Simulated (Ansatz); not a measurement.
Input, command and steps of an Ansatz relaxation.

```yaml
crystal:
  lattice:
    - [1.7823120041, 1.0290183154, 8.261920227]
    - [-1.7823120041, 1.0290183154, 8.261920227]
    - [0.0, -2.0580366307, 8.261920227]
  atoms:
    - { symbol: Mn, position: [0.4, 0.4, 0.4], spin: 4.19 }
    - { symbol: Mn, position: [0.6, 0.6, 0.6], spin: 4.19 }
    - { symbol: S, position: [0.0, 0.0, 0.0] }
    - { symbol: S, position: [0.2095, 0.2095, 0.2095], spin: -0.13 }
    - { symbol: S, position: [0.7905, 0.7905, 0.7905], spin: -0.13 }
basis:
  ecutwfc: 420
kpoints:
  mp_grid: { grid: [6, 6, 6] }
hamiltonian:
  xc: pbe
scf:
  occupations: { method: gaussian, width: 0.1 }
  lower_state_search: "off"
output:
  forces: true
  stress: true
  eigenvalues: true
  populations: true
magnetization:
  spin_polarized: true
relax:
  adjacent_minimum: "off"
  f_tol: 0.04
  max_steps: 70
  cell: { stress_tol: 0.4 }
```

```bash
ansatz run input.yaml --threads 1 --pin off --max-ram 2560MiB --backend cpu --events-out ev --progress --plain --runs-dir out
```

Level of theory: DFT PBE, scalar-relativistic, plane waves, PAW in Ansatz 0.2.0.

Of 6 frames 6 are shown, positions in Å and forces in eV/Å; the SCF threshold varies from step to step. Steps run on the plane waves of an earlier cell, with a Pulay correction in the pressure. The basis is chosen afresh for the last frame, the zero of the energies, and at times for earlier ones too; energy and pressure step there, also at an unchanged geometry. The end is built of layers, and without a dispersion correction their distances are poorly fixed.

```xyz
5
Lattice="1.7823 1.0290 8.2619 -1.7823 1.0290 8.2619 0.0000 -2.0580 8.2619" Properties=species:S:1:pos:R:3:forces:R:3 pbc="T T T" step=1 free_energy_over_end_meV_per_atom=129.99 pressure_GPa=-6.87
Mn    0.0000    0.0000    9.9143    0.0000    0.0000    0.5856
Mn    0.0000    0.0000   14.8715    0.0000    0.0000   -0.5856
S     0.0000    0.0000    0.0000    0.0000    0.0000    0.0000
S     0.0000    0.0000    5.1926    0.0000    0.0000    1.7007
S     0.0000    0.0000   19.5931    0.0000    0.0000   -1.7007
5
Lattice="1.7759 1.0253 8.1100 -1.7759 1.0253 8.1100 0.0000 -2.0506 8.1100" Properties=species:S:1:pos:R:3:forces:R:3 pbc="T T T" step=2 free_energy_over_end_meV_per_atom=31.49 pressure_GPa=-2.75
Mn    0.0000    0.0000    9.6631    0.0000    0.0000    0.4631
Mn    0.0000    0.0000   14.6667    0.0000    0.0000   -0.4631
S     0.0000    0.0000    0.0000    0.0000    0.0000    0.0000
S     0.0000    0.0000    5.2923    0.0000    0.0000    0.7520
S     0.0000    0.0000   19.0376    0.0000    0.0000   -0.7520
5
Lattice="1.7461 1.0081 8.3639 -1.7461 1.0081 8.3639 0.0000 -2.0162 8.3639" Properties=species:S:1:pos:R:3:forces:R:3 pbc="T T T" step=3 free_energy_over_end_meV_per_atom=7.06 pressure_GPa=1.45
Mn    0.0000    0.0000    9.9251    0.0000    0.0000   -0.2796
Mn    0.0000    0.0000   15.1666    0.0000    0.0000    0.2796
S     0.0000    0.0000    0.0000    0.0000    0.0000    0.0000
S     0.0000    0.0000    5.6392    0.0000    0.0000   -0.2534
S     0.0000    0.0000   19.4525    0.0000    0.0000    0.2534
5
Lattice="1.7505 1.0107 8.6979 -1.7505 1.0107 8.6979 0.0000 -2.0213 8.6979" Properties=species:S:1:pos:R:3:forces:R:3 pbc="T T T" step=4 free_energy_over_end_meV_per_atom=1.32 pressure_GPa=-0.23
Mn    0.0000    0.0000   10.2503    0.0000    0.0000    0.0570
Mn    0.0000    0.0000   15.8434    0.0000    0.0000   -0.0570
S     0.0000    0.0000    0.0000    0.0000    0.0000    0.0000
S     0.0000    0.0000    5.9430    0.0000    0.0000    0.0147
S     0.0000    0.0000   20.1508    0.0000    0.0000   -0.0147
5
Lattice="1.7413 1.0053 8.8557 -1.7413 1.0053 8.8557 0.0000 -2.0106 8.8557" Properties=species:S:1:pos:R:3:forces:R:3 pbc="T T T" step=5 free_energy_over_end_meV_per_atom=0.17 pressure_GPa=-0.06
Mn    0.0000    0.0000   10.4197    0.0000    0.0000   -0.0095
Mn    0.0000    0.0000   16.1473    0.0000    0.0000    0.0095
S     0.0000    0.0000    0.0000    0.0000    0.0000    0.0000
S     0.0000    0.0000    6.0804    0.0000    0.0000    0.0018
S     0.0000    0.0000   20.4866    0.0000    0.0000   -0.0018
5
Lattice="1.7413 1.0053 8.8557 -1.7413 1.0053 8.8557 0.0000 -2.0106 8.8557" Properties=species:S:1:pos:R:3:forces:R:3 pbc="T T T" step=6 free_energy_over_end_meV_per_atom=0.00 pressure_GPa=-0.04
Mn    0.0000    0.0000   10.4197    0.0000    0.0000   -0.0098
Mn    0.0000    0.0000   16.1473    0.0000    0.0000    0.0098
S     0.0000    0.0000    0.0000    0.0000    0.0000    0.0000
S     0.0000    0.0000    6.0804    0.0000    0.0000    0.0018
S     0.0000    0.0000   20.4866    0.0000    0.0000   -0.0018
```

The start puts this composition into another compound's structure type, which needn't suit it. At the end the space group is R-3m (tolerance 0.05 Å).

The run took 2 min on 1 thread of Intel(R) Xeon(R) Platinum 8259CL CPU @ 2.50GHz (Skylake/Cascade Lake), on a shared host, peak memory 0.53 GiB.

The k mesh is coarse. Moments started parallel, and an antiferromagnetic order may lie lower.